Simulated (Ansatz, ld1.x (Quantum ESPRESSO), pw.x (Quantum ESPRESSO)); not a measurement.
What a changed setting does to a pw.x run (bcc Al)

Potential: PAW, ld1.x (Quantum ESPRESSO) 7.5, PBE; core [Ne], reference 3s2 3p1; waves: 3s (bound): rcut 2.00, rcutus 2.15 bohr; 3s channel at 0.15 Ry: rcut 2.00, rcutus 2.15 bohr; 3p (bound): rcut 1.65, rcutus 2.05 bohr; 3p channel at 2.6 Ry: rcut 1.65, rcutus 2.05 bohr; 3d channel at 0.5 Ry: rcut 1.70, rcutus 1.85 bohr; local part: all-electron potential smoothed inside 1.95 bohr (lloc = -1); core correction: Bessel-smoothed model core, default radius (core density twice the valence density); augmentation: PSQ, inside the norm-conserving radii.

The reference run (k-mesh 14³, cutoffs 40/320 Ry, Fermi–Dirac 0.01 Ry, mixing_beta 0.4, conv_thr 1e-9, no spin) gives 0.11 GPa at 16.945 Å³/atom, where all-electron LAPW gives 0.07 GPa. This run, with its own iteration cap, changes smearing to fermi, a wrong or extreme entry chosen on purpose.

```
&control
  calculation='scf', prefix='x', pseudo_dir='./', outdir='./tmp', tstress=.true., disk_io='none'
/
&system
  ibrav=0, nat=1, ntyp=1, ecutwfc=40, ecutrho=320, nbnd=8,
  occupations='smearing', smearing='fermi', degauss=0.01
/
&electrons
  conv_thr=1e-09, mixing_beta=0.4, electron_maxstep=70
/
ATOMIC_SPECIES
Al 1.0 Al.UPF
CELL_PARAMETERS angstrom
  -1.61805716 1.61805716 1.61805716
  1.61805716 -1.61805716 1.61805716
  1.61805716 1.61805716 -1.61805716
ATOMIC_POSITIONS crystal
Al 0.0000 0.0000 0.0000
K_POINTS automatic
14 14 14 0 0 0
```

```bash
pw.x < Al.scf.in > Al.scf.out
```

How does the run end?

It stops with "set_occupations: smearing fermi unknown".

```
Error in routine  set_occupations (1):
      smearing fermi unknown
```

The run took about 0.5 s on one core of a shared host (Intel(R) Xeon(R) Platinum 8375C CPU @ 2.90GHz, 128 threads, 992 GiB, load 70).
